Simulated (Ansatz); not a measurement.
# MgO: the band gap up the ladder of functionals

The task here is to estimate one member of a computed series from the others.

The runs shown are made with Ansatz 0.2.0. PAW datasets, plane waves. All values are calculated for a non-magnetic cell, which may be hypothetical.

## The cell

The cell was relaxed beforehand with r2SCAN.

Space group P6_3/mmc (No. 194), hexagonal; conventional cell a = 2.923 Å, c = 5.092 Å, 9.42 Å³ an atom. Near Mg stand 6 O at 2.11 Å; near O stand 6 Mg at 2.11 Å.

Structure file:

```xyz
4
Lattice="2.9231 0.0000 0.0000 -1.4615 2.5314 0.0000 0.0000 0.0000 5.0921" Properties=species:S:1:pos:R:3 pbc="T T T"
Mg    0.0000    0.0000    0.0000
Mg    0.0000    0.0000    2.5461
O     0.0000    1.6876    1.2730
O     1.4615    0.8438    3.8191
```

The first run:

The input, input.yaml:

```yaml
crystal:
  lattice:
    - [2.9230552965, 0.0, 0.0]
    - [-1.4615276483, 2.5314401435, 0.0]
    - [0.0, 0.0, 5.0921016501]
  atoms:
    - { symbol: Mg, position: [0.0, 0.0, 0.0] }
    - { symbol: Mg, position: [0.0, 0.0, 0.5] }
    - { symbol: O, position: [0.3333333333, 0.6666666667, 0.25] }
    - { symbol: O, position: [0.6666666667, 0.3333333333, 0.75] }
kpoints:
  mp_grid: { grid: [12, 12, 6] }
  band_path:
    path:
      - [[0.0, 0.0, 0.0], [0.5, 8.962219086903e-17, 0.0], [0.3333333333333, 0.3333333333333, 0.0], [0.0, 0.0, 0.0], [0.0, 0.0, 0.5], [0.5, 8.962219086903e-17, 0.5], [0.3333333333333, 0.3333333333333, 0.5], [0.0, 0.0, 0.5]]
      - [[0.5, 8.962219086903e-17, 0.5], [0.5, 8.962219086903e-17, 0.0]]
      - [[0.3333333333333, 0.3333333333333, 0.5], [0.3333333333333, 0.3333333333333, 0.0]]
    npoints: 10
hamiltonian:
  xc: pbe
scf:
  occupations: { method: fermi_dirac, width: 0.02 }
  n_extra_bands: 5
output:
  forces: true
  stress: true
  eigenvalues: true
```

On the command line:

```console
$ ansatz run input.yaml --threads 2 --pin off --max-ram 2211MiB --backend cpu --events-out ev --progress --plain --runs-dir out
```

Steps of the session up to this table: Band structure with PBE; r2SCAN; HSE06 at the same geometry; Single point with PBE0; Single point with LDA; One-shot GW from PBE; Quasiparticle levels, G0W0@PBE; DDH-PBE0; LC-ωPBE at the same geometry; Hartree-Fock at the same geometry.

One table of the session follows, with a row left open; its other results are not shown here.

```
                     level  gap (eV)
                       PBE      4.47
                    r2SCAN      5.34
                     HSE06      6.20
                      PBE0      6.94
                       LDA         ?
G0W0@PBE (112 empty bands)      6.76
G0W0@PBE (279 empty bands)      6.98
                  DDH-PBE0      7.57
                   LC-ωPBE     11.86
              Hartree-Fock     15.31
```

Q: Estimate the row for LDA from the others.

The run gave: gap (eV): 4.37. In the column «gap (eV)» it is the lowest.

Meshes: PBE 12×12×6, r2SCAN 12×12×6, HSE06 9×9×4, PBE0 9×9×4, LDA 12×12×6, DDH-PBE0 9×9×4, LC-ωPBE 9×9×4, Hartree-Fock 9×9×4.

LDA gives the least gap, 4.37 eV, and Hartree-Fock the largest, 15.31 eV. Against G0W0@PBE, PBE is short by 2.51 eV, at 64 % of it, and r2SCAN 77 %. PBE0 lies 0.74 eV above HSE06, which differs from it by screening the long-range exchange. Hartree-Fock lies above G0W0@PBE by 8.3 eV. G0W0 values are finite-basis, finite-mesh values.

To keep in mind: Warnings in the runs' records: stress scf threshold loose, stress exchange threshold loose.
